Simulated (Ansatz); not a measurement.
## Li$_{2}$S: the gap against volume

Li$_{2}$S, Fm-3m, a = 5.689 Å. Ansatz: r2SCAN, PAW, 500 eV, Γ-centred 8×8×8 mesh on 3 atoms, Gaussian smearing 0.02 eV; no spin polarisation. Symmetry fixes shape and atoms, so the cell is only scaled; x = ln(V/V0) with V0 = 15.344 Å³/atom. The gap is read at the mesh points alone.

```tsv
x	gap y (eV)
-0.1278	?
-0.0943	3.799
-0.0619	3.828
-0.0305	3.853
0.0000	3.873
0.0296	3.890
0.0583	3.903
0.0953	3.916
```

**Question.** Fit a straight line to the other rows, give the volume deformation potential of the gap and its pressure coefficient, and predict the missing gap. B0 = 42.3 GPa.

**Answer.** Means x = -0.0005000, y = 3.8660; Σ(Δx)² = 0.02701, ΣΔxΔy = 0.01670; the slope is their ratio. y = 3.8663 + 0.61827 x. The slope is the deformation potential a = dE_g/d ln V = 0.62 eV, and dE_g/dP = −a/B0 = -14.6 meV/GPa. At x = -0.1278 the fit asked for gives 3.787 eV. The run gave 3.765 eV, so the fit is 0.022 eV too high, 15 % of the span of the series, against an rms of 0.006 eV on the fitted rows. The row lies outside the fitted range. With a term in x² added, a fit to the same known rows predicts 3.765 eV, so most of the miss is curvature that the known rows already hold.

Semilocal functionals give gaps under the measured ones; changes of the gap mostly carry over better.